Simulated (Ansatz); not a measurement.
The system is CuO.

```xyz
4
Lattice="3.1795 0.0000 0.0000 -1.5898 2.7536 0.0000 0.0000 0.0000 4.4315" Properties=species:S:1:pos:R:3 pbc="T T T"
Cu    0.0000    0.0000    0.0000
Cu    0.0000    0.0000    2.2157
O     0.0000    1.8357    1.1079
O     1.5898    0.9179    3.3236
```

Measurements of this composition are mostly on another form, of space group No. 15.

Base run:

| Quantity | Value |
| --- | --- |
| Program | Ansatz 0.2.0 |
| Functional | LDA |
| Potentials or basis | Ansatz PAW |
| Cutoff | 420 eV (not typed: the program's choice for these potentials) |
| k mesh | 10 × 10 × 6 |
| Occupations | fermi-dirac, width 0.05 eV |
| Spin | no spin polarisation |
| Hubbard terms | Cu d U = 3 eV |

Its results: band gap on the k mesh none (metal or under the smearing width); pressure -8.5 GPa.

Problem. The run is repeated on the same cell with these changes: hubbard terms from Cu d U = 3 eV to Cu d U = 6 eV. What comes out?

Solution. Band gap on the k mesh none (metal or under the smearing width); pressure -6.5 GPa.

Caveats: the run has no spin polarisation, though such a crystal can be magnetic; U without spin polarisation on a metal has little footing; the PAW data sets come from PBE, with cores solved anew for the run's functional, which leaves a small shift of forces and pressure.
